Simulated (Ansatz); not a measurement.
# SnO₂: a line through an energy map

How does the energy of SnO₂ (R-3m, No. 166; 3 atoms in the cell) vary with volume per atom at fixed shape, at shift of O2 along [0 0 1] = −0.084 Å?

Method: DFT PBEsol, scalar-relativistic, plane waves, PAW, in Ansatz 0.2.0.

17 further runs of the same task are left out: 17 set aside as unsound or not needed.

## (1) The structure to begin with

The structure is trigonal, space group R-3m (No. 166). The conventional cell has a = 3.211 Å, b = 3.211 Å, c = 13.231 Å, α = 90.00°, β = 90.00°, γ = 120.00°. Sn (site symmetry -3m) has 6 O at 2.10 Å as nearest neighbours. O (site symmetry 3m) has 3 Sn at 2.10 Å as nearest neighbours.

As a file:

```
Sn O
1.0
     1.60540    0.92688    4.41036
    -1.60540    0.92688    4.41036
     0.00000   -1.85375    4.41036
Sn O
1 2
Direct
  0.50000 0.50000 0.50000
  0.24144 0.24144 0.24144
  0.75856 0.75856 0.75856
```

It goes back to an entry of the Materials Project, which need not be the stable form.

It is the result of an earlier relaxation at this level (volume 13.13 Å³/atom; gap on the mesh: 1.80 eV).

## (2) What is varied

Atoms count from 1 in the order of the input.

The energy is mapped over a free internal coordinate and the cell.

- shift of O2 along [0 0 1], its symmetry partners moved as symmetry demands (measured in the relaxed cell): 7 values from −0.252 to 0.252 Å
- volume per atom at fixed shape: 7 values from 12.075 to 14.175 Å³

Nothing else is relaxed (all other coordinates fixed). Energies count from the relaxed crystal. Points are written as (first, second).

## (3) Grid point (−0.084 Å, 12.075 Å³)

input.yaml reads:

```yaml
crystal:
  lattice:
    - [1.5613801911, 0.9014632736, 4.2894384516]
    - [-1.5613801911, 0.9014632736, 4.2894384516]
    - [0.0, -1.8029265473, 4.2894384516]
  atoms:
    - { symbol: Sn, position: [0.5, 0.5, 0.5] }
    - { symbol: O, position: [0.2350891156, 0.2350891156, 0.2350891156] }
    - { symbol: O, position: [0.7649108844, 0.7649108844, 0.7649108844] }
basis:
  ecutwfc: 520.0
kpoints:
  mp_grid: { grid: [12, 12, 12] }
hamiltonian:
  xc: pbesol
  pseudopotentials: { kind: paw, azcp: { folder: soft_1 } }
scf:
  occupations: { method: gaussian, width: 0.05 }
output:
  forces: true
  stress: true
  eigenvalues: true
```

Started as:

```sh
> ansatz run input.yaml --threads 1 --pin off --max-ram 2048MiB --backend cpu --events-out ev --progress --plain --runs-dir out
```

Log (excerpt; [...] marks lines left out):

```text
Warning: <dir> the record states the generating functional pbe (its physics header spells it `PBE`), which answers neither for hamiltonian.xc's functional nor for the pbesol family's — results may be inconsistent (PPs are generated against a specific XC)
[...]
Warning: RAYON_NUM_THREADS=1 ignored (pool sized by the plan → 1); use --threads N
[...]
Pseudopotentials: kind: paw
Pseudopotential: Sn, paw, valence charge 14, recommended cutoff 420 eV (normal), <dir>
Pseudopotential: O, paw, valence charge 6, recommended cutoff 420 eV (normal), <dir>
Functional definition: PBEsol
[...]
Crystal: 3 atoms, lattice volume = 36.225 Å³
Basis set: ecut = 520 eV, 981 PW (Γ), FFT grids on a1−a3, a2−a3, a3, exchange–correlation on 48×48×72 points (8 copies of the dense FFT grid, shifted against one another)
Bands: 17, of which v1, the nominal top of the filled ones, is band 13 counted from 1 (12 counted from 0)
Symmetry: 12 space group operations
Space group: R-3m (ITA 166), of the structure as read, at distance tolerance 3.3e-5 Å
k-points: 189 of 1728
[...]
SCF iter   1: F=—  HF=-7071.187244 eV  |F-HF|=—  |Δ(HF+E_count)|=         —  Δρ=7.68e-2  dr2=1.91e0  ethr=3.10e-3  ⟨swp⟩=6.1  Hψ=18331  notcnv=0
[...]
SCF iter   7: F=-7070.680712 eV  HF=-7070.680712 eV  |F-HF|=1.75e-8  |Δ(HF+E_count)|=   1.58e-6  Δρ=7.72e-6  dr2=1.26e-8  ethr=3.85e-10  ⟨swp⟩=7.8  Hψ=17036  notcnv=0
[...]
SCF converged after 7 iterations
Free energy (F): -7070.680712 eV
[...]
E sigma→0 (E₀):  -7070.680712 eV
Fermi energy:    10.074976 eV
[...]
--- Forces (eV/Å), atoms counted from 1 ---
  atom   1  Sn    -0.00000000    -0.00000000     0.00000000
  atom   2  O     -0.00000000    -0.00000000     2.52673609
  atom   3  O      0.00000000     0.00000000    -2.52673609
[...]
--- Stress (GPa, compression-positive) ---
       32.017480       0.000000       0.000000
        0.000000      32.017480       0.000000
        0.000000       0.000000      19.746679
  P = ⅓ Tr σ = 27.9272 GPa (279.272 kbar)
--- Band table (eV; the first three rows and the last of 189) ---
  k-point 0: bands = ["-11.8128", "-10.9474", "-10.9474", "-10.5522", "-10.5522", "-9.7106", "-7.6184", "4.9624", "7.0290", "7.0290", "7.5725", "7.5725", "8.3392", "11.4542", "15.0520", "20.5792", "20.5792"]
[...]
```

Wall time 13 s (1 thread of Arm Neoverse N1, shared host); peak memory 0.39 GiB.

On the map this point reads 148 meV/atom.

## (4) The run at (−0.084 Å, 12.425 Å³)

input.yaml: that of step 3 with these lines changed.

```diff
@@ -2,5 +2,5 @@
   lattice:
-    - [1.5613801911, 0.9014632736, 4.2894384516]
-    - [-1.5613801911, 0.9014632736, 4.2894384516]
-    - [0.0, -1.8029265473, 4.2894384516]
+    - [1.5763225363, 0.9100902406, 4.3304882037]
+    - [-1.5763225363, 0.9100902406, 4.3304882037]
+    - [0.0, -1.8201804813, 4.3304882037]
   atoms:
```

Started as:

```sh
> ansatz run input.yaml --threads 1 --pin off --max-ram 2048MiB --backend cpu --events-out ev --progress --plain --runs-dir out
```

Log (excerpt; [...] marks lines left out):

```text
Warning: <dir> the record states the generating functional pbe (its physics header spells it `PBE`), which answers neither for hamiltonian.xc's functional nor for the pbesol family's — results may be inconsistent (PPs are generated against a specific XC)
[...]
Warning: RAYON_NUM_THREADS=1 ignored (pool sized by the plan → 1); use --threads N
[...]
Pseudopotentials: kind: paw
Pseudopotential: Sn, paw, valence charge 14, recommended cutoff 420 eV (normal), <dir>
Pseudopotential: O, paw, valence charge 6, recommended cutoff 420 eV (normal), <dir>
Functional definition: PBEsol
[...]
Crystal: 3 atoms, lattice volume = 37.275 Å³
Basis set: ecut = 520 eV, 1007 PW (Γ), FFT grids on a1−a3, a2−a3, a3, exchange–correlation on 48×48×72 points (8 copies of the dense FFT grid, shifted against one another)
Bands: 17, of which v1, the nominal top of the filled ones, is band 13 counted from 1 (12 counted from 0)
Symmetry: 12 space group operations
Space group: R-3m (ITA 166), of the structure as read, at distance tolerance 3.3e-5 Å
k-points: 189 of 1728
[...]
SCF iter   1: F=—  HF=-7071.298932 eV  |F-HF|=—  |Δ(HF+E_count)|=         —  Δρ=7.29e-2  dr2=1.76e0  ethr=3.10e-3  ⟨swp⟩=6.1  Hψ=18433  notcnv=0
[...]
SCF iter   7: F=-7070.838272 eV  HF=-7070.838272 eV  |F-HF|=2.13e-8  |Δ(HF+E_count)|=   1.37e-6  Δρ=8.06e-6  dr2=1.38e-8  ethr=3.85e-10  ⟨swp⟩=7.7  Hψ=17006  notcnv=0
[...]
SCF converged after 7 iterations
Free energy (F): -7070.838272 eV
[...]
E sigma→0 (E₀):  -7070.838272 eV
Fermi energy:    9.528625 eV
[...]
--- Forces (eV/Å), atoms counted from 1 ---
  atom   1  Sn    -0.00000000     0.00000000     0.00000000
  atom   2  O     -0.00000000    -0.00000000     2.05472376
  atom   3  O      0.00000000     0.00000000    -2.05472376
[...]
--- Stress (GPa, compression-positive) ---
       22.830031       0.000000       0.000000
        0.000000      22.830031       0.000000
        0.000000       0.000000      15.366795
  P = ⅓ Tr σ = 20.3423 GPa (203.423 kbar)
--- Band table (eV; the first three rows and the last of 189) ---
  k-point 0: bands = ["-12.0958", "-11.3819", "-11.3819", "-11.0353", "-11.0353", "-10.0834", "-7.9609", "4.5861", "6.6472", "6.6472", "7.1340", "7.1340", "7.9627", "10.7856", "14.4786", "19.9008", "19.9008"]
[...]
```

Run time: 14 s. Hardware: 1 thread of Arm Neoverse N1, shared host; peak memory 0.39 GiB.

On the map this point reads 96 meV/atom.

## (5) Point (−0.084 Å, 12.775 Å³)

input.yaml: that of step 4 with these lines changed.

```diff
@@ -2,5 +2,5 @@
   lattice:
-    - [1.5763225363, 0.9100902406, 4.3304882037]
-    - [-1.5763225363, 0.9100902406, 4.3304882037]
-    - [0.0, -1.8201804813, 4.3304882037]
+    - [1.5909868438, 0.9185566825, 4.3707741283]
+    - [-1.5909868438, 0.9185566825, 4.3707741283]
+    - [0.0, -1.8371133651, 4.3707741283]
   atoms:
```

Started as:

```sh
> ansatz run input.yaml --threads 1 --pin off --max-ram 2048MiB --backend cpu --events-out ev --progress --plain --runs-dir out
```

Log (excerpt; [...] marks lines left out):

```text
[...]
SCF converged after 7 iterations
Free energy (F): -7070.949596 eV
[...]
E sigma→0 (E₀):  -7070.949596 eV
Fermi energy:    9.014467 eV
[...]
--- Forces (eV/Å), atoms counted from 1 ---
  atom   1  Sn    -0.00000000    -0.00000000    -0.00000000
  atom   2  O      0.00000000    -0.00000000     1.63308850
  atom   3  O      0.00000000     0.00000000    -1.63308850
[...]
--- Stress (GPa, compression-positive) ---
       14.896054       0.000000       0.000000
        0.000000      14.896054       0.000000
        0.000000       0.000000      11.585405
  P = ⅓ Tr σ = 13.7925 GPa (137.925 kbar)
--- Band table (eV; the first three rows and the last of 189) ---
  k-point 0: bands = ["-12.3860", "-11.7978", "-11.7978", "-11.4944", "-11.4944", "-10.4181", "-8.2858", "4.2251", "6.2858", "6.2858", "6.7227", "6.7227", "7.6046", "10.1575", "13.9345", "19.2549", "19.2549"]
[...]
```

It took 16 s on 1 thread of Arm Neoverse N1, shared host; peak memory 0.4 GiB.

Energy on the map's scale: 59 meV/atom.

## (6) The run at (−0.084 Å, 13.475 Å³)

input.yaml: that of step 5 with these lines changed.

```diff
@@ -2,5 +2,5 @@
   lattice:
-    - [1.5909868438, 0.9185566825, 4.3707741283]
-    - [-1.5909868438, 0.9185566825, 4.3707741283]
-    - [0.0, -1.8371133651, 4.3707741283]
+    - [1.6195307937, 0.9350365397, 4.4491903378]
+    - [-1.6195307937, 0.9350365397, 4.4491903378]
+    - [0.0, -1.8700730794, 4.4491903378]
   atoms:
```

Started as:

```sh
> ansatz run input.yaml --threads 1 --pin off --max-ram 2048MiB --backend cpu --events-out ev --progress --plain --runs-dir out
```

Log (excerpt; [...] marks lines left out):

```text
Warning: <dir> the record states the generating functional pbe (its physics header spells it `PBE`), which answers neither for hamiltonian.xc's functional nor for the pbesol family's — results may be inconsistent (PPs are generated against a specific XC)
[...]
Warning: RAYON_NUM_THREADS=1 ignored (pool sized by the plan → 1); use --threads N
[...]
Pseudopotentials: kind: paw
Pseudopotential: Sn, paw, valence charge 14, recommended cutoff 420 eV (normal), <dir>
Pseudopotential: O, paw, valence charge 6, recommended cutoff 420 eV (normal), <dir>
Functional definition: PBEsol
[...]
Crystal: 3 atoms, lattice volume = 40.425 Å³
Basis set: ecut = 520 eV, 1049 PW (Γ), FFT grids on a1−a3, a2−a3, a3, exchange–correlation on 50×50×72 points (8 copies of the dense FFT grid, shifted against one another)
Bands: 17, of which v1, the nominal top of the filled ones, is band 13 counted from 1 (12 counted from 0)
Symmetry: 12 space group operations
Space group: R-3m (ITA 166), of the structure as read, at distance tolerance 3.4e-5 Å
k-points: 189 of 1728
[...]
SCF iter   1: F=—  HF=-7071.411092 eV  |F-HF|=—  |Δ(HF+E_count)|=         —  Δρ=6.36e-2  dr2=1.39e0  ethr=3.10e-3  ⟨swp⟩=6.0  Hψ=18367  notcnv=0
[...]
SCF iter   7: F=-7071.057888 eV  HF=-7071.057888 eV  |F-HF|=3.05e-8  |Δ(HF+E_count)|=   7.32e-7  Δρ=9.22e-6  dr2=1.74e-8  ethr=3.85e-10  ⟨swp⟩=7.4  Hψ=16852  notcnv=0
[...]
SCF converged after 7 iterations
Free energy (F): -7071.057888 eV
[...]
E sigma→0 (E₀):  -7071.057888 eV
Fermi energy:    8.076140 eV
[...]
--- Forces (eV/Å), atoms counted from 1 ---
  atom   1  Sn     0.00000000     0.00000000    -0.00000000
  atom   2  O      0.00000000     0.00000000     0.91848393
  atom   3  O      0.00000000    -0.00000000    -0.91848393
[...]
--- Stress (GPa, compression-positive) ---
        2.121322       0.000000       0.000000
        0.000000       2.121322      -0.000000
        0.000000      -0.000000       5.493114
  P = ⅓ Tr σ = 3.2453 GPa (32.453 kbar)
--- Band table (eV; the first three rows and the last of 189) ---
  k-point 0: bands = ["-12.9839", "-12.5781", "-12.5781", "-12.3469", "-12.3469", "-10.9860", "-8.8885", "3.5435", "5.6183", "5.6183", "5.9722", "5.9722", "6.9380", "9.0125", "12.9261", "18.0515", "18.0515"]
[...]
```

Run time: 16 s. Hardware: 1 thread of Arm Neoverse N1, shared host; peak memory 0.4 GiB.

That is 22 meV/atom from the zero.

## (7) Point (−0.084 Å, 13.825 Å³)

input.yaml: that of step 6 with these lines changed.

```diff
@@ -2,5 +2,5 @@
   lattice:
-    - [1.6195307937, 0.9350365397, 4.4491903378]
-    - [-1.6195307937, 0.9350365397, 4.4491903378]
-    - [0.0, -1.8700730794, 4.4491903378]
+    - [1.6334330255, 0.943062997, 4.4873826809]
+    - [-1.6334330255, 0.943062997, 4.4873826809]
+    - [0.0, -1.886125994, 4.4873826809]
   atoms:
```

Started as:

```sh
> ansatz run input.yaml --threads 1 --pin off --max-ram 2048MiB --backend cpu --events-out ev --progress --plain --runs-dir out
```

Log (excerpt; [...] marks lines left out):

```text
Warning: <dir> the record states the generating functional pbe (its physics header spells it `PBE`), which answers neither for hamiltonian.xc's functional nor for the pbesol family's — results may be inconsistent (PPs are generated against a specific XC)
[...]
Warning: RAYON_NUM_THREADS=1 ignored (pool sized by the plan → 1); use --threads N
[...]
Pseudopotentials: kind: paw
Pseudopotential: Sn, paw, valence charge 14, recommended cutoff 420 eV (normal), <dir>
Pseudopotential: O, paw, valence charge 6, recommended cutoff 420 eV (normal), <dir>
Functional definition: PBEsol
[...]
Crystal: 3 atoms, lattice volume = 41.475 Å³
Basis set: ecut = 520 eV, 1109 PW (Γ), FFT grids on a1−a3, a2−a3, a3, exchange–correlation on 50×50×80 points (8 copies of the dense FFT grid, shifted against one another)
Bands: 17, of which v1, the nominal top of the filled ones, is band 13 counted from 1 (12 counted from 0)
Symmetry: 12 space group operations
Space group: R-3m (ITA 166), of the structure as read, at distance tolerance 3.5e-5 Å
k-points: 189 of 1728
[...]
SCF iter   1: F=—  HF=-7071.391050 eV  |F-HF|=—  |Δ(HF+E_count)|=         —  Δρ=6.12e-2  dr2=1.29e0  ethr=3.10e-3  ⟨swp⟩=6.0  Hψ=18396  notcnv=0
[...]
SCF iter   7: F=-7071.064977 eV  HF=-7071.064977 eV  |F-HF|=3.28e-8  |Δ(HF+E_count)|=   7.01e-7  Δρ=9.64e-6  dr2=1.92e-8  ethr=3.85e-10  ⟨swp⟩=7.3  Hψ=16762  notcnv=0
[...]
SCF converged after 7 iterations
Free energy (F): -7071.064977 eV
[...]
E sigma→0 (E₀):  -7071.064977 eV
Fermi energy:    7.647027 eV
[...]
--- Forces (eV/Å), atoms counted from 1 ---
  atom   1  Sn     0.00000000     0.00000000     0.00000000
  atom   2  O      0.00000000     0.00000000     0.61599757
  atom   3  O      0.00000000    -0.00000000    -0.61599757
[...]
--- Stress (GPa, compression-positive) ---
       -2.991104       0.000000       0.000000
        0.000000      -2.991104      -0.000000
        0.000000      -0.000000       3.049993
  P = ⅓ Tr σ = -0.9774 GPa (-9.774 kbar)
--- Band table (eV; the first three rows and the last of 189) ---
  k-point 0: bands = ["-13.2873", "-12.9442", "-12.9442", "-12.7432", "-12.7432", "-11.2271", "-9.1687", "3.2202", "5.3094", "5.3094", "5.6289", "5.6289", "6.6272", "8.4909", "12.4581", "17.4901", "17.4901"]
[...]
```

It took 17 s on 1 thread of Arm Neoverse N1, shared host; peak memory 0.41 GiB.

On the map this point reads 20 meV/atom.

## (8) The run at (−0.084 Å, 14.175 Å³)

input.yaml: that of step 7 with these lines changed.

```diff
@@ -2,5 +2,5 @@
   lattice:
-    - [1.6334330255, 0.943062997, 4.4873826809]
-    - [-1.6334330255, 0.943062997, 4.4873826809]
-    - [0.0, -1.886125994, 4.4873826809]
+    - [1.6471025567, 0.9509551045, 4.5249357463]
+    - [-1.6471025567, 0.9509551045, 4.5249357463]
+    - [0.0, -1.9019102089, 4.5249357463]
   atoms:
```

Started as:

```sh
> ansatz run input.yaml --threads 1 --pin off --max-ram 2048MiB --backend cpu --events-out ev --progress --plain --runs-dir out
```

Log (excerpt; [...] marks lines left out):

```text
[...]
SCF converged after 7 iterations
Free energy (F): -7071.046331 eV
[...]
E sigma→0 (E₀):  -7071.046331 eV
Fermi energy:    7.242726 eV
[...]
--- Forces (eV/Å), atoms counted from 1 ---
  atom   1  Sn     0.00000000     0.00000000    -0.00000000
  atom   2  O     -0.00000000     0.00000000     0.34466479
  atom   3  O      0.00000000    -0.00000000    -0.34466479
[...]
--- Stress (GPa, compression-positive) ---
       -7.402853       0.000000       0.000000
        0.000000      -7.402853       0.000000
        0.000000       0.000000       0.936557
  P = ⅓ Tr σ = -4.6230 GPa (-46.230 kbar)
--- Band table (eV; the first three rows and the last of 189) ---
  k-point 0: bands = ["-13.5902", "-13.2954", "-13.2954", "-13.1211", "-13.1211", "-11.4454", "-9.4361", "2.9073", "5.0154", "5.0154", "5.3044", "5.3044", "6.3300", "8.0004", "12.0121", "16.9532", "16.9532"]
[...]
```

It took 18 s on 1 thread of Arm Neoverse N1, shared host; peak memory 0.41 GiB.

On the map this point reads 26 meV/atom.

## (9) The line in numbers

| volume per atom at fixed shape (Å³) | step | energy (meV/atom) | slope (meV/atom per Å³) | pressure (GPa) | band gap on the k-mesh (eV) | largest force on an atom (eV/Å) |
| --- | --- | --- | --- | --- | --- | --- |
| 12.075 | 3 | 148 | −174 | 27.9 | 2.76 | 2.53 |
| 12.425 | 4 | 96 | −127 | 20.3 | 2.52 | 2.06 |
| 12.775 | 5 | 59 | −86 | 13.8 | 2.29 | 1.63 |
| 13.125 | – | 35 | −51 | 8.1 | 2.08 | 1.26 |
| 13.475 | 6 | 22 | −20 | 3.2 | 1.88 | 0.92 |
| 13.825 | 7 | 20 | 6 | −1.0 | 1.69 | 0.62 |
| 14.175 | 8 | 26 | 29 | −4.6 | 1.52 | 0.34 |

Energies count from the relaxed crystal. Rows without a step come from runs not printed here or follow by symmetry. Slopes come from the forces (and the stress, where the cell changes), not from differences of energies.

What this shows: The lowest point of the line is at 13.825 Å³, 20 meV/atom from the zero. Energies and slopes round the minimum, fitted together, put the minimum at 13.7393 Å³, with a curvature of about 72 meV/atom per (Å³)². V·d²E/dV² there is about 160 GPa, a bulk modulus under this line's constraint. The highest point computed, at 12.075 Å³, lies 128 meV/atom above the lowest. This is one cut through a surface in two coordinates; the map's lowest point lies off it.

These are semilocal Kohn-Sham gaps, which aren't the measured quantity. Such gaps usually fall short of the measured ones.
